Biaxial strain in boron nitride: how z answers the plane

A squeeze in the xy plane of a cubic crystal shortens two of its three equivalent axes, while a squeeze along z shortens only one. If the axes were independent, the first would cost exactly twice as much energy as the second. In a PBE calculation on cubic BN the ratio is 2.44, averaged over squeeze and stretch. The excess over two is the price of squeezing x and y together, and because the axes are equivalent, it also reveals how strongly the plane is coupled to z.

The bonds show where such a coupling comes from. Each atom has four neighbours at the corners of a tetrahedron, and every bond leans equally on x, y and z. Squeezing the plane therefore shortens all four bonds at once, and stretching the crystal along z lengthens them again. A crystal squeezed in the plane should gain by growing taller, and one stretched in the plane by growing thinner.

Zincblende BN (a = 3.626 Å, not relaxed at this level) under biaxial xy strain (rows 1–5: −0.03 to 0.03 in steps of 0.015) and strain along z, fractional coordinates fixed. Ansatz 0.2.0, PBE, plane-wave PAW, scalar-relativistic, cutoff 420 eV, 12×12×12 Γ-centred k mesh, Gaussian smearing 0.05 eV. Energies are relative to the unstrained cell; pressure is positive in compression.

```
strain zz  energy change row 1 (meV/atom)  energy change row 2 (meV/atom)  energy change row 3 (meV/atom)  energy change row 4 (meV/atom)  energy change row 5 (meV/atom)  pressure row 1 (GPa)  pressure row 2 (GPa)  pressure row 3 (GPa)  pressure row 4 (GPa)
    -0.03                            59.1                            27.0                            12.8                            14.8                            31.7                 39.57                 24.69                 11.50                 -0.18
   -0.015                            42.1                            13.8                             3.0                             8.2                            28.1                 31.93                 17.83                  5.34                 -5.69
        0                            32.7                             7.7                             0.0                             8.0                            30.5                 24.79                 11.42                 -0.41                -10.82
    0.015                            30.4                             8.3                             3.4                            14.0                            38.8                 18.10                  5.43                 -5.76                -15.61
     0.03                            35.1                            15.6                            13.1                            25.9                            52.8                 11.86                 -0.16                -10.76                -20.06
```

The first column, strain zz, is the relative change of length along z. The headings row 1 to row 5 stand for in-plane strains of −0.03, −0.015, 0, 0.015 and 0.03, so each energy column follows one fixed state of the plane while z varies. Energies are counted from the undisturbed cell, and pressure is positive in compression. Symmetry holds both atoms on their sites in every cell, so keeping their fractional coordinates fixed withholds no relaxation.

The expected response is there. In row 1, with the plane squeezed most, the lowest entry lies at a z strain of +0.015; in row 5, with the plane stretched most, it lies at −0.015. The three columns between them all have their lowest entry at zero, as if z did not respond to a weak strain of the plane. Their flanks show otherwise: row 2 rises more steeply when z is shortened, row 4 when it is lengthened. A parabola through three points of each column puts the five minima in a steady sequence, with z moving by about −0.43 times the in-plane strain.

Why the response is so small

A crystal that kept its volume would respond far more strongly. Two shortened axes would have to be balanced by one, so z would have to grow by twice the in-plane squeeze. To first order the same change would restore the length of every bond. For row 1 this means a z strain near +0.06, yet the energy is already rising again at +0.03.

What holds z back is the cost of changing the crystal's shape. Take the plane squeezed by 0.015 and z stretched by 0.03, the last entry of row 2. The volume and the bond length are almost those of the undisturbed cell, but the cell is now tetragonal, with two of the six bond angles at each atom closed to 107° and four opened to 110.7°. This costs 15.6 meV per atom.

The calculation gives only the total energy of such a cell and does not divide it among bonds and angles. Chemistry offers a natural reading: the directional sp³ bonds of BN resist being bent away from the tetrahedral arrangement. The angles would be kept exactly if z followed the plane, shrinking when the plane shrinks. That is the opposite of what the bond lengths ask for.

The crystal thus faces two demands. Keeping the volume asks for a z response of −2 times the in-plane strain, and keeping the shape asks for +1 times. For small strains the best response is the average of the two, each weighted by its stiffness. The response found lies close to the midpoint of −0.5, so the two resistances are nearly equal in this deformation. A similar crystal with softer bond angles would move towards −2, and one with stiffer angles would respond less or even follow the plane.

The size of the response from a cost ratio

The counting argument can now be made quantitative. Let p be the in-plane strain and q the strain along z, both small. Let A measure the cost of straining one axis and C the coupling between any two axes. The energy is then

E = A q² + (2A + C) p² + 2C p q

The plane contributes two single-axis costs and one coupling between x and y. The last term holds the two couplings of the plane to z. At fixed p the energy is lowest when

q = −(C/A) p

and the ratio of the in-plane cost to the z cost, for strains of equal size, is 2 + C/A. The ratio C/A can therefore be found without straining the plane and z together.

For strains of size 0.03, averaged over squeeze and stretch, the plane alone costs 31.6 meV per atom and z alone 12.95. Their ratio, 31.6/12.95, is 2.44, which makes C/A equal to 0.44. With the plane squeezed by 0.03, z should grow by 0.44 × 0.03, or about 0.013. The parabola for row 1 puts the minimum at 0.0125, about 5 per cent below this estimate.

The estimate did not use the difference between the two ends of the row 1 column, and it is this difference that moves the minimum away from zero. The agreement therefore supports the picture of small, elastic strains in a cubic crystal. Both sides of the comparison come from the same PBE calculation, however, so it cannot tell how closely real BN follows the number. The printed analysis below lists all five minima together with the costs and volumes used here.

The simple energy expression treats the crystal as equally stiff in every column, and here it falls short. The curvature along z drops by about 18 per cent from the most squeezed plane to the most stretched one. This is ordinary anharmonicity: atoms pushed together resist further approach more and more strongly, while stretched bonds soften.

What relaxation along z leaves behind

Growing taller brings a squeezed crystal little relief. On the points of the table, the best z strain recovers only about 7 per cent of the in-plane cost in row 1, and about 8 per cent in row 5. The gain is small because it depends on the square of a modest coupling. A BN layer held to such a strained plane and free along z would be expected to change its thickness, in relative terms, by nearly half the in-plane strain and still keep most of its strain energy.

Much of the pressure remains too. At the energy minimum of row 1 nothing presses on the crystal along z any more, yet the pressure is still about 19 GPa. Pressure here is the average of the stresses along the three axes, and the two in the plane remain. A crystal can be relaxed along one direction and still be under heavy load.

Why zero pressure does not mean zero strain

Pressure and energy respond to different things. Three cells have lost about 3 per cent of their volume in different ways: the last entry of row 1, the middle entry of row 2 and the first entry of row 3. Their pressures all lie between 11.4 and 11.9 GPa, but their energies range from 7.7 to 35.1 meV per atom. In a cubic crystal the three axes are equivalent, so a small change of shape at fixed volume leaves the pressure unchanged to first order. Pressure then follows the volume, while energy also counts the change of shape. In a crystal with unequal axes the pressure can depend on the shape as well.

The contrast is sharpest near zero pressure. The last entry of row 2 and the first entry of row 4 describe opposite distortions, one taller and one flatter, both at almost unchanged volume. Their pressures are within 0.2 GPa of zero, yet each costs about 15 meV per atom. Compression along one direction and tension along another cancel in the average, but their energies add. To find out whether a calculated cell is free of stress, one must therefore look at every component of the stress, not only at the pressure.

The uneven middle column

One detail of row 3 seems to contradict the rule that compression is the harder direction. Stretching z by 0.015 costs 3.4 meV per atom, and shortening it by the same amount only 3.0. The cause is the starting cell, which was not relaxed at this level of theory and is under a slight tension of 0.41 GPa. It wants to shrink, so the first step of compression comes cheaper.

That tension alone would make stretching dearer by 0.46 meV per atom, which matches the observed 0.4 within the rounding of the table. At strains of 0.03 the effect of the tension doubles to about 0.9, but the observed difference is only 0.3. The missing 0.6 is the extra cost of compression, which grows faster than the strain and so stands clear of the table's rounding only at the larger step. With the tension allowed for, the middle column follows the usual rule as well.

The analysis program printed:

```
z strain at the energy minimum for in-plane strain -0.03: 0.0125
z strain at the energy minimum for in-plane strain -0.015: 0.006287
z strain at the energy minimum for in-plane strain 0: -0.0001737
z strain at the energy minimum for in-plane strain 0.015: -0.006741
z strain at the energy minimum for in-plane strain 0.03: -0.01347
z response per unit of in-plane strain, from the minima: -0.4328
mean cost of z strain of size 0.03 alone, meV/atom: 12.95
mean cost of in-plane strain of size 0.03 alone, meV/atom: 31.6
ratio of in-plane cost to z cost: 2.44
z response estimated from that ratio alone: -0.4402
share of energy recovered by z relaxation on the grid at in-plane -0.03, percent: 7.034
share of energy recovered by z relaxation on the grid at in-plane 0.03, percent: 7.869
fall of the curvature along z from in-plane -0.03 to 0.03, percent: 18.4
volume change at in-plane -0.03 and z 0.03, percent: -3.087
volume change at in-plane -0.015 and z 0, percent: -2.977
volume change at in-plane 0 and z -0.03, percent: -3
volume change at in-plane -0.015 and z 0.03, percent: -0.06682
volume change at in-plane 0.015 and z -0.03, percent: -0.06818
bond length of the undisturbed cell, A: 1.57
bond length at in-plane -0.015 and z 0.03, A: 1.57
two of the six bond angles at in-plane -0.015 and z 0.03, degrees: 107
the other four bond angles there, degrees: 110.7
pressure at the energy minimum for in-plane strain -0.03, GPa: 19.21
middle column, energy at z 0.015 less energy at z -0.015, meV/atom: 0.4
the same difference from the starting stress alone, meV/atom: 0.4576
middle column, energy at z 0.03 less energy at z -0.03, meV/atom: 0.3
the same difference at 0.03 from the starting stress alone, meV/atom: 0.9151
```
